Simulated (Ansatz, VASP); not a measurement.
**La: VASP beside Ansatz**

```xyz
1
Lattice="3.0877 0.0000 0.0000 0.0000 3.0877 0.0000 0.0000 0.0000 3.0877" Properties=species:S:1:pos:R:3 pbc="T T T"
La    0.0000    0.0000    0.0000
```

Alike in both runs: task single point; functional PBEsol; k mesh 11 × 11 × 11; occupations fermi-dirac, width 0.1 eV; no spin polarisation.

|  | VASP | Ansatz |
| --- | --- | --- |
| version | VASP 6.6.1 | Ansatz 0.2.0 |
| potentials or method | VASP PAW PBE potentials, release 64 (La) | plane waves (420 eV) with PAW, scalar-relativistic |
| plane-wave cutoff (eV) | 520 | 420 |
| valence electrons in the cell | 11 | 11 |

```tsv
	VASP	Ansatz	Ansatz less VASP
pressure (GPa)	4.3	4.2	-0.18
```

Ansatz warned: «pseudo_functional_mismatch».

Caveats: the PAW data sets were made with another functional, which shifts forces and pressure a little (VASP). Spin-orbit coupling is left out, which matters for the levels of La.
